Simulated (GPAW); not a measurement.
# Hf (Im-3m) in GPAW: notebook

One crystal, Hf, is run at these levels: RPBE, LDA, AM05, r2SCAN; tasks: single point.

All numbers are computed with GPAW 26.7.0; they aren't measurements. Logs are shortened: lines on timing, memory, paths and dates and some standing lists are left out, and cuts for length are marked. The log counts tension as positive stress, the text compression.

**1. Starting point**

It takes space group Im-3m (No. 229, cubic). Conventional cell: a = 3.610 Å, b = 3.610 Å, c = 3.610 Å, α = 90.00°, β = 90.00°, γ = 90.00°. Hf (site symmetry m-3m) has 8 Hf at 3.13 Å as nearest neighbours.

This isn't the form of Hf at room conditions, which is hcp.

**2. Single point, RPBE**

run.py

```python
from ase.dft.bandgap import bandgap
from ase.io import read, write
from ase.units import GPa
from gpaw import GPAW, PW

atoms = read('Hf.xyz')

calc = GPAW(mode=PW(450),
            xc='RPBE',
            kpts={'size': (8, 8, 8), 'gamma': True},
            occupations={'name': 'fermi-dirac', 'width': 0.05},
            nbands=14,
            maxiter=120,
            txt='gpaw.txt')
atoms.calc = calc
energy = atoms.get_potential_energy()
forces = atoms.get_forces()
stress = atoms.get_stress()
calc.write('gs.gpw')
write('result.traj', atoms)
print(f'Energy: {energy:.6f} eV')
print('Forces (eV/A):')
print(forces.round(4))
print('Stress (GPa):', (stress / GPa).round(3))
print('Fermi level:', round(calc.get_fermi_level(), 4), 'eV')
print(f'Gap: {bandgap(calc)[0]:.4f} eV, direct: {bandgap(calc, direct=True)[0]:.4f} eV')
```

Hf.xyz

```xyz
1
Lattice="-1.8050000000 1.8050000000 1.8050000000 1.8050000000 -1.8050000000 1.8050000000 1.8050000000 1.8050000000 -1.8050000000" Properties=species:S:1:pos:R:3 pbc="T T T"
Hf     0.0000000000      0.0000000000      0.0000000000
```

Potentials or basis: the program's PAW data sets (release 1.2.1) made for this functional, pw.

Started as:

```console
$ OMP_NUM_THREADS=1 python run.py
```

gpaw.txt:

```text
__  _  _
 | _ |_)|_||  |
 |__||  | ||/\| - 26.7.0

Input parameters:
  mode=PW(ecut=450.00000000000006),
  kpts=MonkhorstPack(size=(8, 8, 8), gamma=True),
  maxiter=120,
  nbands=14,
  occupations=Occupations(name='fermi-dirac', width=0.05),
  xc=XC(name='RPBE')

Diagonalizing LCAO Hamiltonian
Converting LCAO to pw mode

       Hf

Atoms  # Å, Bohr magnetons
|   | symbol |        x |        y |        z |    initial magnetic moments |
|---|--------|----------|----------|----------|-----------------------------|
| 0 |     Hf | 0.000000 | 0.000000 | 0.000000 | ( 0.0000,  0.0000,  0.0000) |

Unit cell  # Å
| periodic |         x |         y |         z |  lengths |     angles |
|----------|-----------|-----------|-----------|----------|------------|
|      yes | -1.805000 |  1.805000 |  1.805000 | 3.126352 | 109.471221 |
|      yes |  1.805000 | -1.805000 |  1.805000 | 3.126352 | 109.471221 |
|      yes |  1.805000 |  1.805000 | -1.805000 | 3.126352 | 109.471221 |

Number of symmetries: 48
Symmetry operations  # r_c * U_cc + t_c -> r_c
|    | kind |            matrix            |
|----|------|------------------------------|
|  0 |  σ   |  1, 1, 1,  0, 0,-1,  0,-1, 0 |
|  1 |  C4  |  1, 1, 1,  0, 0,-1, -1, 0, 0 |
|  2 |  C2  |  1, 1, 1,  0,-1, 0,  0, 0,-1 |
|  3 |  S6  |  1, 1, 1,  0,-1, 0, -1, 0, 0 |
|  4 |  S6  |  1, 1, 1, -1, 0, 0,  0, 0,-1 |
|  5 |  C4  |  1, 1, 1, -1, 0, 0,  0,-1, 0 |
|  6 |  E   |  1, 0, 0,  0, 1, 0,  0, 0, 1 |
|  7 |  σ   |  1, 0, 0,  0, 1, 0, -1,-1,-1 |
|  8 |  σ   |  1, 0, 0,  0, 0, 1,  0, 1, 0 |
|  9 |  C3  |  1, 0, 0,  0, 0, 1, -1,-1,-1 |
| 10 |  C3  |  1, 0, 0, -1,-1,-1,  0, 1, 0 |
| 11 |  σ   |  1, 0, 0, -1,-1,-1,  0, 0, 1 |
| 12 |  σ   |  0, 1, 0,  1, 0, 0,  0, 0, 1 |
| 13 |  C2  |  0, 1, 0,  1, 0, 0, -1,-1,-1 |
| 14 |  C3  |  0, 1, 0,  0, 0, 1,  1, 0, 0 |
| 15 |  S4  |  0, 1, 0,  0, 0, 1, -1,-1,-1 |
| 16 |  S4  |  0, 1, 0, -1,-1,-1,  1, 0, 0 |
| 17 |  C3  |  0, 1, 0, -1,-1,-1,  0, 0, 1 |
| 18 |  C3  |  0, 0, 1,  1, 0, 0,  0, 1, 0 |
| 19 |  S4  |  0, 0, 1,  1, 0, 0, -1,-1,-1 |
| 20 |  σ   |  0, 0, 1,  0, 1, 0,  1, 0, 0 |
| 21 |  C3  |  0, 0, 1,  0, 1, 0, -1,-1,-1 |
| 22 |  C2  |  0, 0, 1, -1,-1,-1,  1, 0, 0 |
| 23 |  S4  |  0, 0, 1, -1,-1,-1,  0, 1, 0 |
| 24 |  C4  |  0, 0,-1,  1, 1, 1,  0,-1, 0 |
| 25 |  σ   |  0, 0,-1,  1, 1, 1, -1, 0, 0 |
| 26 |  S6  |  0, 0,-1,  0,-1, 0,  1, 1, 1 |
| 27 |  C2  |  0, 0,-1,  0,-1, 0, -1, 0, 0 |
| 28 |  C4  |  0, 0,-1, -1, 0, 0,  1, 1, 1 |
| 29 |  S6  |  0, 0,-1, -1, 0, 0,  0,-1, 0 |
| 30 |  S6  |  0,-1, 0,  1, 1, 1,  0, 0,-1 |
| 31 |  C4  |  0,-1, 0,  1, 1, 1, -1, 0, 0 |
| 32 |  C4  |  0,-1, 0,  0, 0,-1,  1, 1, 1 |
| 33 |  S6  |  0,-1, 0,  0, 0,-1, -1, 0, 0 |
| 34 |  σ   |  0,-1, 0, -1, 0, 0,  1, 1, 1 |
| 35 |  C2  |  0,-1, 0, -1, 0, 0,  0, 0,-1 |
| 36 |  C2  | -1, 0, 0,  1, 1, 1,  0, 0,-1 |
| 37 |  S6  | -1, 0, 0,  1, 1, 1,  0,-1, 0 |
| 38 |  S6  | -1, 0, 0,  0, 0,-1,  1, 1, 1 |
| 39 |  C2  | -1, 0, 0,  0, 0,-1,  0,-1, 0 |
| 40 |  C2  | -1, 0, 0,  0,-1, 0,  1, 1, 1 |
| 41 |  i   | -1, 0, 0,  0,-1, 0,  0, 0,-1 |
| 42 |  S4  | -1,-1,-1,  1, 0, 0,  0, 1, 0 |
| 43 |  C3  | -1,-1,-1,  1, 0, 0,  0, 0, 1 |
| 44 |  C3  | -1,-1,-1,  0, 1, 0,  1, 0, 0 |
| 45 |  σ   | -1,-1,-1,  0, 1, 0,  0, 0, 1 |
| 46 |  S4  | -1,-1,-1,  0, 0, 1,  1, 0, 0 |
| 47 |  C2  | -1,-1,-1,  0, 0, 1,  0, 1, 0 |

BZ-sampling:
  Number of BZ points: 512
  Number of IBZ points: 29

  Monkhorst-Pack size: [8, 8, 8]
  Monkhorst-Pack shift: [0.0625, 0.0625, 0.0625]

K-points  # in reciprocal-cell coordinates
|     |                                coordinates |     weight |
|-----|--------------------------------------------|------------|
|   0 | (  0.00000000,   0.00000000,   0.00000000) | 0.00195312 |
|   1 | (  0.12500000,   0.00000000,   0.00000000) | 0.02343750 |
|   2 | (  0.12500000,   0.12500000,  -0.12500000) | 0.01171875 |
|   3 | (  0.25000000,   0.00000000,  -0.12500000) | 0.04687500 |
|   4 | (  0.25000000,   0.00000000,   0.00000000) | 0.02343750 |
|   5 | (  0.25000000,   0.12500000,  -0.12500000) | 0.04687500 |
|   6 | (  0.25000000,   0.25000000,  -0.25000000) | 0.01171875 |
|   7 | (  0.25000000,   0.25000000,   0.25000000) | 0.00390625 |
|   8 | (  0.37500000,  -0.12500000,  -0.12500000) | 0.01562500 |
|   9 | (  0.37500000,   0.00000000,  -0.12500000) | 0.09375000 |
| ... |                                            |            |
|  28 | (  0.50000000,   0.50000000,   0.50000000) | 0.00195312 |

Plane wave coefficients: 532
Cutoff: 450.00000000000006 eV

Spin-components: 1 (collinear spins)
Bands:           14
Projectors:      6
Spin-degeneracy: 2
Datatype:        complex128

Parallelization:
  kpt:    1
  domain: 1
  band:   1

Density:
  Valence electrons: 12.0
  Components: 1
  Grid points: [16 16 16]
  Charge: 0.0  # |e|

Potential:
  Grid points: [16 16 16]

species:
  Hf:
    name:    Hafnium
    Z:       72.0
    valence: 12
    core:    60
    charge:  0.0  # [|e|]
    compensation charges:
      type: gauss
      rc: 0.41  # [Å]
      lmax: 2
    cutoffs:
      filter: 2.36  # [Å]
      core: 4.02  # [Å]
    projectors
    | kind |    occ | energy [eV] | rcut [Å] |
    |------|--------|-------------|----------|
    |   5s |  2.000 |     -66.835 |    1.397 |
    |   6s |  2.000 |      -5.043 |    1.397 |
    |   5p |  6.000 |     -35.601 |    1.307 |
    |   6p |  0.000 |      -1.407 |    1.307 |
    |   5d |  2.000 |      -2.651 |    1.334 |
    |    d |        |      24.560 |    1.334 |

    Using partial waves for Hf as LCAO basis

Reference energy: -409898.923301  # eV

eigensolver:
  PPCG
  Converge bands: occupied
  niter=2

density mixing:
  MSR1-Mixer
  Pratt-step length: 0.05
  Maximum mixing coefficient: 0.75
  Old densities: 10
  SVD Regularization: 0.005
  Good broyden scale: 1.0
  Trust region scale: 1.0
  Backstep threshold: 4.0
  History deletion threshold: 6.0
  Fourier metric: weight=20.0, sigma=0.015

occupation numbers:
  Fermi-Dirac:
    width: 0.0500  # eV

poisson solver:
  ecut: 3600.0000000000005  # eV

xc functional:
  name: RPBE with 2 nearest neighbor stencil

convergence criteria:
- Maximum [total energy] change in last 3 cyles: 0.0005 eV / valence electron
- Maximum integral of absolute [dens]ity change: 0.0001 electrons / valence electron
- Maximum integral of absolute [eigenst]ate change: 4e-08 eV^2 / valence electron
maximum number of iterations: 120

SCF iterations
|iter     | |      energy | eigst |  dens |
|---------|-|-------------|-------|-------|
|iter:   1| |   -7.029685 | -0.29 |       |
|iter:   2| |   -7.011617 | -3.06 | -1.27 |
|iter:   3| |   -6.924486 | -1.92 | -1.30 |
|iter:   4| |   -6.929365 | -3.20 | -1.92 |
|iter:   5| |   -6.930624 | -4.32 | -2.34 |
|iter:   6| |   -6.930627c| -6.32 | -3.66 |
|iter:   7| |   -6.930626c| -7.13 | -4.09c|
|iter:   8| |   -6.930626c| -8.98c| -5.54c|

Converged in 8 steps
Energy contributions relative to reference atoms: (reference = -409898.923301)

Energy contributions:
  Kinetic:           4.020041
  Coulomb:          -4.115995
  Zero:             -0.508773
  External:          0.000000
  Xc:               -6.317535
  Entropy:          -0.016726
  Spinorbit:         0.000000
  ----------------------------
  Free energy:      -6.938989
  Extrapolated:     -6.930626

dipole moment: (-6.544369, -6.544369, -6.544369)  # |e|*Ang

Fermi level: 9.157
Eigenvalues  # (at kpt = [0.000, 0.000, 0.000])
| band index |      eig [eV] | occ [0-2] |
|------------|---------------|-----------|
|          0 |       -52.467 |     2.000 |
|          1 |       -20.957 |     2.000 |
|          2 |       -20.957 |     2.000 |
|          3 |       -20.957 |     2.000 |
|          4 |         2.306 |     2.000 |
|          5 |        10.671 |     0.000 |
|          6 |        10.671 |     0.000 |
|          7 |        10.671 |     0.000 |
|          8 |        13.281 |     0.000 |
|          9 |        13.281 |     0.000 |
|         10 |        22.321 |     0.000 |
|         11 |        22.321 |     0.000 |
|         12 |        22.321 |     0.000 |
|         13 |        31.114 |     0.000 |

No gap
No difference between direct/indirect transitions

Forces  # eV/Ang
|       x |       y |       z |
|---------|---------|---------|
| 0.00000 | 0.00000 | 0.00000 |  # Hf   0

Stress tensor  # eV/Ang^3
|        x |         y |         z |
|----------|-----------|-----------|
| 0.014732 |  0.000000 |  0.000000 |
| 0.000000 |  0.014732 | -0.000000 |
| 0.000000 | -0.000000 |  0.014732 |

# Writing to gs.gpw (mode='')
```

Run time: 4.7 s. Hardware: 1 thread of Arm Neoverse V1, shared host; peak memory 0.13 GiB.

What came out:

- Free energy: -6.9390 eV
- Pressure: -2.4 GPa
- Band gap on the k mesh: none (metal or under the smearing width)

Caveat: the cutoff is short for stress and forces, so pressures can be off by a GPa or more.

(Part 1 of 2 ends here.)
